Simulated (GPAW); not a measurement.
# Ag (Fm-3m) in GPAW: further runs

One crystal, Ag, is run at these levels: PBE, RPBE; tasks: optical spectrum.

Everything below comes from runs of GPAW 26.7.0. Logs are shortened: lines on timing, memory, paths and dates and some standing lists are left out, and cuts for length are marked. The log counts tension as positive stress, the text compression.

## Step 1: Starting point

It takes space group Fm-3m (No. 225, cubic). Conventional cell: a = 4.085 Å, b = 4.085 Å, c = 4.085 Å, α = 90.00°, β = 90.00°, γ = 90.00°. Ag (site symmetry m-3m) has 12 Ag at 2.89 Å as nearest neighbours.

## Step 2: Optical spectrum, PBE

The input, run.py:

```python
from ase import Atoms
from ase.dft.bandgap import bandgap
from ase.io import write
from gpaw import GPAW, PW
from gpaw.response.df import DielectricFunction

atoms = Atoms(['Ag'],
              cell=[[0.0, 2.04275, 2.04275],
                    [2.04275, 0.0, 2.04275],
                    [2.04275, 2.04275, 0.0]],
              scaled_positions=[[0.0, 0.0, 0.0]],
              pbc=True)

calc = GPAW(mode=PW(450),
            xc='PBE',
            kpts={'size': (9, 9, 9), 'gamma': True},
            occupations={'name': 'fermi-dirac', 'width': 0.05},
            nbands=18,
            convergence={'density': 1e-06},
            maxiter=150,
            txt='gpaw.txt')
atoms.calc = calc
energy = atoms.get_potential_energy()
calc.write('gs.gpw')
write('result.traj', atoms)
print(f'Energy: {energy:.6f} eV')
print('Fermi level:', round(calc.get_fermi_level(), 4), 'eV')
print(f'Gap: {bandgap(calc)[0]:.4f} eV, direct: {bandgap(calc, direct=True)[0]:.4f} eV')

dense = calc.fixed_density(kpts={'size': (28, 28, 28), 'gamma': True},
                           nbands=25, convergence={'bands': 19, 'eigenstates': 1e-7},
                           update_fermi_level=True, txt='dense.txt')
dense.write('dense.gpw', mode='all')

df = DielectricFunction('dense.gpw', frequencies={'type': 'nonlinear', 'domega0': 0.05, 'omega2': 10},
                        eta=0.1, ecut=50, nbands=19, rate='eta', txt='df.txt')
for direction in ['x']:
    df.get_dielectric_function(xc='RPA', direction=direction, filename=f'df_{direction}.csv')
```

Potentials or basis: GPAW PAW data sets (gpaw-data 1.2.1), pw.

Started as:

```bash
OMP_NUM_THREADS=1 python run.py
```

gpaw.txt:

```text
__  _  _
 | _ |_)|_||  |
 |__||  | ||/\| - 26.7.0

Input parameters:
  mode=PW(ecut=450.00000000000006),
  convergence={'density': 1e-06},
  kpts=MonkhorstPack(size=(9, 9, 9), gamma=True),
  maxiter=150,
  nbands=18,
  occupations=Occupations(name='fermi-dirac', width=0.05),
  xc=XC(name='PBE')

Diagonalizing LCAO Hamiltonian
Converting LCAO to pw mode

       Ag

Atoms  # Å, Bohr magnetons
|   | symbol |        x |        y |        z |    initial magnetic moments |
|---|--------|----------|----------|----------|-----------------------------|
| 0 |     Ag | 0.000000 | 0.000000 | 0.000000 | ( 0.0000,  0.0000,  0.0000) |

Unit cell  # Å
| periodic |        x |        y |        z |  lengths |    angles |
|----------|----------|----------|----------|----------|-----------|
|      yes | 0.000000 | 2.042750 | 2.042750 | 2.888885 | 60.000000 |
|      yes | 2.042750 | 0.000000 | 2.042750 | 2.888885 | 60.000000 |
|      yes | 2.042750 | 2.042750 | 0.000000 | 2.888885 | 60.000000 |

Number of symmetries: 48
Symmetry operations  # r_c * U_cc + t_c -> r_c
|    | kind |            matrix            |
|----|------|------------------------------|
|  0 |  σ   |  1, 0, 0,  1, 0,-1,  1,-1, 0 |
|  1 |  C2  |  1, 0, 0,  1,-1, 0,  1, 0,-1 |
|  2 |  E   |  1, 0, 0,  0, 1, 0,  0, 0, 1 |
|  3 |  σ   |  1, 0, 0,  0, 0, 1,  0, 1, 0 |
|  4 |  C4  |  1, 0,-1,  1, 0, 0,  1,-1, 0 |
|  5 |  S6  |  1, 0,-1,  1,-1, 0,  1, 0, 0 |
|  6 |  σ   |  1, 0,-1,  0, 1,-1,  0, 0,-1 |
|  7 |  C3  |  1, 0,-1,  0, 0,-1,  0, 1,-1 |
|  8 |  S6  |  1,-1, 0,  1, 0, 0,  1, 0,-1 |
|  9 |  C4  |  1,-1, 0,  1, 0,-1,  1, 0, 0 |
| 10 |  C3  |  1,-1, 0,  0,-1, 1,  0,-1, 0 |
| 11 |  σ   |  1,-1, 0,  0,-1, 0,  0,-1, 1 |
| 12 |  σ   |  0, 1, 0,  1, 0, 0,  0, 0, 1 |
| 13 |  C4  |  0, 1, 0,  0, 1,-1, -1, 1, 0 |
| 14 |  C3  |  0, 1, 0,  0, 0, 1,  1, 0, 0 |
| 15 |  S6  |  0, 1, 0, -1, 1, 0,  0, 1,-1 |
| 16 |  C2  |  0, 1,-1,  1, 0,-1,  0, 0,-1 |
| 17 |  σ   |  0, 1,-1,  0, 1, 0, -1, 1, 0 |
| 18 |  S4  |  0, 1,-1,  0, 0,-1,  1, 0,-1 |
| 19 |  C4  |  0, 1,-1, -1, 1, 0,  0, 1, 0 |
| 20 |  C3  |  0, 0, 1,  1, 0, 0,  0, 1, 0 |
| 21 |  σ   |  0, 0, 1,  0, 1, 0,  1, 0, 0 |
| 22 |  S6  |  0, 0, 1,  0,-1, 1, -1, 0, 1 |
| 23 |  C4  |  0, 0, 1, -1, 0, 1,  0,-1, 1 |
| 24 |  S4  |  0, 0,-1,  1, 0,-1,  0, 1,-1 |
| 25 |  C3  |  0, 0,-1,  0, 1,-1,  1, 0,-1 |
| 26 |  C2  |  0, 0,-1,  0,-1, 0, -1, 0, 0 |
| 27 |  S6  |  0, 0,-1, -1, 0, 0,  0,-1, 0 |
| 28 |  S4  |  0,-1, 1,  1,-1, 0,  0,-1, 0 |
| 29 |  C4  |  0,-1, 1,  0, 0, 1, -1, 0, 1 |
| 30 |  C2  |  0,-1, 1,  0,-1, 0,  1,-1, 0 |
| 31 |  σ   |  0,-1, 1, -1, 0, 1,  0, 0, 1 |
| 32 |  C3  |  0,-1, 0,  1,-1, 0,  0,-1, 1 |
| 33 |  S6  |  0,-1, 0,  0, 0,-1, -1, 0, 0 |
| 34 |  S4  |  0,-1, 0,  0,-1, 1,  1,-1, 0 |
| 35 |  C2  |  0,-1, 0, -1, 0, 0,  0, 0,-1 |
| 36 |  C2  | -1, 1, 0,  0, 1, 0,  0, 1,-1 |
| 37 |  S6  | -1, 1, 0,  0, 1,-1,  0, 1, 0 |
| 38 |  S4  | -1, 1, 0, -1, 0, 1, -1, 0, 0 |
| 39 |  C3  | -1, 1, 0, -1, 0, 0, -1, 0, 1 |
| 40 |  S6  | -1, 0, 1,  0, 0, 1,  0,-1, 1 |
| 41 |  C2  | -1, 0, 1,  0,-1, 1,  0, 0, 1 |
| 42 |  C3  | -1, 0, 1, -1, 1, 0, -1, 0, 0 |
| 43 |  S4  | -1, 0, 1, -1, 0, 0, -1, 1, 0 |
| 44 |  C2  | -1, 0, 0,  0, 0,-1,  0,-1, 0 |
| 45 |  i   | -1, 0, 0,  0,-1, 0,  0, 0,-1 |
| 46 |  σ   | -1, 0, 0, -1, 1, 0, -1, 0, 1 |
| 47 |  C2  | -1, 0, 0, -1, 0, 1, -1, 1, 0 |

BZ-sampling:
  Number of BZ points: 729
  Number of IBZ points: 35

  Monkhorst-Pack size: [9, 9, 9]
  Monkhorst-Pack shift: [0, 0, 0]

K-points  # in reciprocal-cell coordinates
|     |                                coordinates |     weight |
|-----|--------------------------------------------|------------|
|   0 | (  0.00000000,   0.00000000,   0.00000000) | 0.00137174 |
|   1 | (  0.11111111,   0.11111111,   0.00000000) | 0.00823045 |
|   2 | (  0.11111111,   0.11111111,   0.11111111) | 0.01097394 |
|   3 | (  0.22222222,   0.11111111,   0.11111111) | 0.01646091 |
|   4 | (  0.22222222,   0.22222222,   0.00000000) | 0.00823045 |
|   5 | (  0.22222222,   0.22222222,   0.11111111) | 0.03292181 |
|   6 | (  0.22222222,   0.22222222,   0.22222222) | 0.01097394 |
|   7 | (  0.33333333,   0.22222222,   0.11111111) | 0.03292181 |
|   8 | (  0.33333333,   0.22222222,   0.22222222) | 0.03292181 |
|   9 | (  0.33333333,   0.33333333,  -0.33333333) | 0.01646091 |
| ... |                                            |            |
|  34 | (  0.44444444,   0.44444444,   0.44444444) | 0.01097394 |

Plane wave coefficients: 378
Cutoff: 450.00000000000006 eV

Spin-components: 1 (collinear spins)
Bands:           18
Projectors:      6
Spin-degeneracy: 2
Datatype:        complex128

Parallelization:
  kpt:    1
  domain: 1
  band:   1

Density:
  Valence electrons: 17.0
  Components: 1
  Grid points: [15 15 15]
  Charge: 0.0  # |e|

Potential:
  Grid points: [15 15 15]

species:
  Ag:
    name:    Silver
    Z:       47.0
    valence: 17
    core:    30
    charge:  0.0  # [|e|]
    compensation charges:
      type: gauss
      rc: 0.40  # [Å]
      lmax: 2
    cutoffs:
      filter: 2.35  # [Å]
      core: 2.19  # [Å]
    projectors
    | kind |    occ | energy [eV] | rcut [Å] |
    |------|--------|-------------|----------|
    |   5s |  1.000 |      -4.401 |    1.286 |
    |   4p |  6.000 |     -58.577 |    1.328 |
    |   5p |  0.000 |      -0.738 |    1.328 |
    |   4d | 10.000 |      -7.446 |    1.180 |
    |    s |        |      22.811 |    1.286 |
    |    d |        |      19.766 |    1.180 |

    Using partial waves for Ag as LCAO basis

Reference energy: -144597.826354  # eV

eigensolver:
  PPCG
  Converge bands: occupied
  niter=2

density mixing:
  MSR1-Mixer
  Pratt-step length: 0.05
  Maximum mixing coefficient: 0.75
  Old densities: 10
  SVD Regularization: 0.005
  Good broyden scale: 1.0
  Trust region scale: 1.0
  Backstep threshold: 4.0
  History deletion threshold: 6.0
  Fourier metric: weight=20.0, sigma=0.015

occupation numbers:
  Fermi-Dirac:
    width: 0.0500  # eV

poisson solver:
  ecut: 3600.0000000000005  # eV

xc functional:
  name: PBE with 2 nearest neighbor stencil

convergence criteria:
- Maximum integral of absolute [dens]ity change: 1e-06 electrons / valence electron
- Maximum [total energy] change in last 3 cyles: 0.0005 eV / valence electron
- Maximum integral of absolute [eigenst]ate change: 4e-08 eV^2 / valence electron
maximum number of iterations: 150

SCF iterations
|iter     | |      energy | eigst |  dens |
|---------|-|-------------|-------|-------|
|iter:   1| |   -3.121623 | -0.71 |       |
|iter:   2| |   -3.058509 | -3.56 | -1.31 |
|iter:   3| |   -2.869754 | -3.23 | -1.37 |
|iter:   4| |   -2.867125 | -4.47 | -2.14 |
|iter:   5| |   -2.866335c| -4.50 | -2.41 |
|iter:   6| |   -2.866336c| -7.11 | -3.90 |
|iter:   7| |   -2.866337c| -7.58c| -4.15 |
|iter:   8| |   -2.866337c| -8.99c| -5.46 |
|iter:   9| |   -2.866337c| -9.36c| -5.92 |
|iter:  10| |   -2.866337c|-10.80c| -7.34c|

Converged in 10 steps
Energy contributions relative to reference atoms: (reference = -144597.826354)

Energy contributions:
  Kinetic:          -0.631309
  Coulomb:          -0.526904
  Zero:              0.183372
  External:          0.000000
  Xc:               -1.891087
  Entropy:          -0.000815
  Spinorbit:         0.000000
  ----------------------------
  Free energy:      -2.866744
  Extrapolated:     -2.866337

dipole moment: (-12.762097, -12.762097, -12.762097)  # |e|*Ang

Fermi level: 8.573
Eigenvalues  # (at kpt = [0.000, 0.000, 0.000])
| band index |      eig [eV] | occ [0-2] |
|------------|---------------|-----------|
|          0 |       -47.118 |     2.000 |
|          1 |       -47.118 |     2.000 |
|          2 |       -47.118 |     2.000 |
|          3 |         0.478 |     2.000 |
|          4 |         3.490 |     2.000 |
|          5 |         3.490 |     2.000 |
[... 10 lines left out ...]
|         16 |        33.535 |     0.000 |
|         17 |        38.785 |     0.000 |

No gap
No difference between direct/indirect transitions
# Writing to gs.gpw (mode='')
```

df.txt:

```text
NonLinearFrequencyDescriptor(from 0.000 to 96.227 eV, 387 points)
NonLinearFrequencyDescriptor(from 0.000 to 96.227 eV, 387 points)

Calculating chi0 body with:
    Ground state adapter containing:
    Number of spins: 1
    Number of kpoints: 21952
    Number of irreducible kpoints: 624
    Number of completely occupied states: 8
    Number of partially occupied states: 9

    Linear response parametrization:
    q_c: [0.0, 0.0, 0.0]
    Number of frequency points: 387
[... 42 lines left out ...]
    Number of spins: 1
    Number of kpoints: 21952
    Number of irreducible kpoints: 624
    Number of completely occupied states: 8
    Number of partially occupied states: 9

Symmetries of q_c:
    Direct symmetries (Uq -> q): 48
    Indirect symmetries (TUq -> q): 0
In total 48 allowed symmetries.

Integral kind: intraband
Plasma frequency:
[[8.23-0.j 0.  -0.j 0.  +0.j]
 [0.  -0.j 8.23-0.j 0.  +0.j]
 [0.  -0.j 0.  +0.j 8.23-0.j]]

Finished calculating chi0
```

Run time: 1.9 min. Hardware: 1 thread of Arm Neoverse V1, shared host; peak memory 0.39 GiB.

What came out:

| Quantity | Value |
| --- | --- |
| Free energy | -2.8667 eV |
| Band gap on the k mesh | none (metal or under the smearing width) |

Dielectric function (mean over the directions given):
| energy (eV) | real part | imaginary part |
| --- | --- | --- |
| 0.67 | -137.50 | 43.46 |
| 1.04 | -56.07 | 11.74 |
| 1.54 | -23.45 | 3.71 |
| 2.00 | -11.76 | 1.77 |
| 2.54 | -4.65 | 1.07 |
| 2.91 | -0.91 | 1.57 |
| 3.43 | 0.80 | 4.11 |
| 3.89 | -0.13 | 5.18 |
| 4.44 | -1.26 | 5.31 |
| 4.79 | -1.34 | 3.98 |
| 5.31 | -1.31 | 3.50 |
| 5.76 | -0.85 | 2.94 |
| 6.31 | -0.70 | 2.37 |
| 6.79 | -0.46 | 1.90 |
| 7.12 | 0.09 | 1.74 |
| 7.63 | 0.26 | 1.62 |
| 8.16 | 0.40 | 1.83 |
| 8.71 | 0.54 | 1.73 |
| 9.08 | 0.43 | 1.61 |
| 9.56 | 0.63 | 1.60 |
| 10.06 | 0.63 | 1.68 |
| 10.57 | 0.60 | 1.50 |
| 10.88 | 0.61 | 1.47 |
| 11.41 | 0.64 | 1.34 |
| 11.96 | 0.77 | 1.40 |
| 12.42 | 0.84 | 1.46 |
| 12.88 | 0.77 | 1.62 |
| 13.36 | 0.71 | 1.63 |
| 13.85 | 0.52 | 1.58 |
| 14.35 | 0.41 | 1.46 |
| 14.86 | 0.37 | 1.29 |
| 15.26 | 0.36 | 1.25 |
| 15.80 | 0.37 | 1.14 |
| 16.36 | 0.39 | 1.06 |
| 16.93 | 0.43 | 0.99 |
| 17.36 | 0.45 | 0.92 |
| 17.96 | 0.49 | 0.83 |
| 18.58 | 0.56 | 0.79 |
| 19.22 | 0.69 | 0.74 |
| 19.87 | 0.87 | 0.87 |

Caveat: the intraband term hangs on this k mesh; the long-wavelength limit can be off by several per cent where d states take part; independent-particle spectra lack excitons.

## Step 3: Optical spectrum, RPBE

Changes to run.py since step 2:

```diff
@@ -14,3 +14,3 @@
 calc = GPAW(mode=PW(450),
-            xc='PBE',
+            xc='RPBE',
             kpts={'size': (9, 9, 9), 'gamma': True},
```

Potentials or basis: the program's PAW data sets (release 1.2.1) made for this functional, pw.

Started as:

```bash
OMP_NUM_THREADS=1 python run.py
```

gpaw.txt:

```text
__  _  _
 | _ |_)|_||  |
 |__||  | ||/\| - 26.7.0

Input parameters:
  mode=PW(ecut=450.00000000000006),
  convergence={'density': 1e-06},
  kpts=MonkhorstPack(size=(9, 9, 9), gamma=True),
  maxiter=150,
  nbands=18,
  occupations=Occupations(name='fermi-dirac', width=0.05),
  xc=XC(name='RPBE')

Diagonalizing LCAO Hamiltonian
Converting LCAO to pw mode

       Ag

Atoms  # Å, Bohr magnetons
|   | symbol |        x |        y |        z |    initial magnetic moments |
|---|--------|----------|----------|----------|-----------------------------|
| 0 |     Ag | 0.000000 | 0.000000 | 0.000000 | ( 0.0000,  0.0000,  0.0000) |

Unit cell  # Å
| periodic |        x |        y |        z |  lengths |    angles |
|----------|----------|----------|----------|----------|-----------|
|      yes | 0.000000 | 2.042750 | 2.042750 | 2.888885 | 60.000000 |
|      yes | 2.042750 | 0.000000 | 2.042750 | 2.888885 | 60.000000 |
|      yes | 2.042750 | 2.042750 | 0.000000 | 2.888885 | 60.000000 |

Number of symmetries: 48
Symmetry operations  # r_c * U_cc + t_c -> r_c
|    | kind |            matrix            |
|----|------|------------------------------|
|  0 |  σ   |  1, 0, 0,  1, 0,-1,  1,-1, 0 |
|  1 |  C2  |  1, 0, 0,  1,-1, 0,  1, 0,-1 |
|  2 |  E   |  1, 0, 0,  0, 1, 0,  0, 0, 1 |
|  3 |  σ   |  1, 0, 0,  0, 0, 1,  0, 1, 0 |
|  4 |  C4  |  1, 0,-1,  1, 0, 0,  1,-1, 0 |
|  5 |  S6  |  1, 0,-1,  1,-1, 0,  1, 0, 0 |
|  6 |  σ   |  1, 0,-1,  0, 1,-1,  0, 0,-1 |
|  7 |  C3  |  1, 0,-1,  0, 0,-1,  0, 1,-1 |
|  8 |  S6  |  1,-1, 0,  1, 0, 0,  1, 0,-1 |
|  9 |  C4  |  1,-1, 0,  1, 0,-1,  1, 0, 0 |
| 10 |  C3  |  1,-1, 0,  0,-1, 1,  0,-1, 0 |
| 11 |  σ   |  1,-1, 0,  0,-1, 0,  0,-1, 1 |
| 12 |  σ   |  0, 1, 0,  1, 0, 0,  0, 0, 1 |
| 13 |  C4  |  0, 1, 0,  0, 1,-1, -1, 1, 0 |
[... 121 lines left out ...]
  Trust region scale: 1.0
  Backstep threshold: 4.0
  History deletion threshold: 6.0
  Fourier metric: weight=20.0, sigma=0.015

occupation numbers:
  Fermi-Dirac:
    width: 0.0500  # eV

poisson solver:
  ecut: 3600.0000000000005  # eV

xc functional:
  name: RPBE with 2 nearest neighbor stencil

convergence criteria:
- Maximum integral of absolute [dens]ity change: 1e-06 electrons / valence electron
- Maximum [total energy] change in last 3 cyles: 0.0005 eV / valence electron
- Maximum integral of absolute [eigenst]ate change: 4e-08 eV^2 / valence electron
maximum number of iterations: 150

SCF iterations
|iter     | |      energy | eigst |  dens |
|---------|-|-------------|-------|-------|
|iter:   1| |   -2.560189 | -0.72 |       |
|iter:   2| |   -2.502464 | -3.57 | -1.32 |
|iter:   3| |   -2.328282 | -3.22 | -1.37 |
|iter:   4| |   -2.326588 | -4.36 | -2.12 |
|iter:   5| |   -2.326119c| -4.36 | -2.39 |
|iter:   6| |   -2.326121c| -7.13 | -3.81 |
|iter:   7| |   -2.326121c| -7.45c| -4.09 |
|iter:   8| |   -2.326121c| -9.02c| -5.62 |
|iter:   9| |   -2.326121c| -9.43c| -6.05c|

Converged in 9 steps
Energy contributions relative to reference atoms: (reference = -144606.334825)

Energy contributions:
  Kinetic:           0.686828
  Coulomb:          -1.779214
  Zero:              0.209950
  External:          0.000000
  Xc:               -1.443276
  Entropy:          -0.000818
  Spinorbit:         0.000000
  ----------------------------
  Free energy:      -2.326530
  Extrapolated:     -2.326121

dipole moment: (-12.731572, -12.731572, -12.731572)  # |e|*Ang

Fermi level: 8.717
Eigenvalues  # (at kpt = [0.000, 0.000, 0.000])
| band index |      eig [eV] | occ [0-2] |
|------------|---------------|-----------|
|          0 |       -47.019 |     2.000 |
|          1 |       -47.019 |     2.000 |
|          2 |       -47.019 |     2.000 |
|          3 |         0.643 |     2.000 |
|          4 |         3.602 |     2.000 |
|          5 |         3.602 |     2.000 |
[... 10 lines left out ...]
|         16 |        33.679 |     0.000 |
|         17 |        39.008 |     0.000 |

No gap
No difference between direct/indirect transitions
# Writing to gs.gpw (mode='')
```

df.txt:

```text
NonLinearFrequencyDescriptor(from 0.000 to 96.227 eV, 387 points)
NonLinearFrequencyDescriptor(from 0.000 to 96.227 eV, 387 points)

Calculating chi0 body with:
    Ground state adapter containing:
    Number of spins: 1
    Number of kpoints: 21952
    Number of irreducible kpoints: 624
    Number of completely occupied states: 8
    Number of partially occupied states: 9

    Linear response parametrization:
    q_c: [0.0, 0.0, 0.0]
    Number of frequency points: 387
[... 42 lines left out ...]
    Number of spins: 1
    Number of kpoints: 21952
    Number of irreducible kpoints: 624
    Number of completely occupied states: 8
    Number of partially occupied states: 9

Symmetries of q_c:
    Direct symmetries (Uq -> q): 48
    Indirect symmetries (TUq -> q): 0
In total 48 allowed symmetries.

Integral kind: intraband
Plasma frequency:
[[8.3-0.j 0. +0.j 0. +0.j]
 [0. +0.j 8.3-0.j 0. -0.j]
 [0. +0.j 0. -0.j 8.3-0.j]]

Finished calculating chi0
```

Run time: 1.8 min. Hardware: 1 thread of Arm Neoverse V1, shared host; peak memory 0.39 GiB.

Results:

- Free energy: -2.3265 eV
- Band gap on the k mesh: none (metal or under the smearing width)

Dielectric function (mean over the directions given):
| energy (eV) | real part | imaginary part |
| --- | --- | --- |
| 0.67 | -140.28 | 44.29 |
| 1.26 | -38.02 | 6.80 |
| 1.89 | -14.44 | 2.12 |
| 2.54 | -5.01 | 1.06 |
| 3.17 | 0.46 | 2.94 |
| 3.76 | 0.22 | 5.78 |
| 4.44 | -1.20 | 5.41 |
| 5.01 | -1.00 | 4.03 |
| 5.68 | -0.91 | 2.91 |
| 6.31 | -0.71 | 2.33 |
| 6.87 | -0.44 | 1.82 |
| 7.55 | 0.06 | 1.55 |
| 8.16 | 0.42 | 1.78 |
| 8.80 | 0.51 | 1.73 |
| 9.47 | 0.59 | 1.48 |
| 10.16 | 0.58 | 1.63 |
| 10.78 | 0.62 | 1.50 |
| 11.41 | 0.61 | 1.35 |
| 12.08 | 0.78 | 1.36 |
| 12.65 | 0.89 | 1.50 |
| 13.36 | 0.72 | 1.60 |
| 13.97 | 0.50 | 1.56 |
| 14.61 | 0.38 | 1.41 |
| 15.26 | 0.37 | 1.25 |
| 15.94 | 0.38 | 1.10 |
| 16.64 | 0.43 | 0.99 |
| 17.36 | 0.45 | 0.93 |
| 18.12 | 0.50 | 0.82 |
| 18.90 | 0.62 | 0.74 |
| 19.87 | 0.86 | 0.86 |

Caveat: the intraband term hangs on this k mesh; the long-wavelength limit can be off by several per cent where d states take part; independent-particle spectra lack excitons.
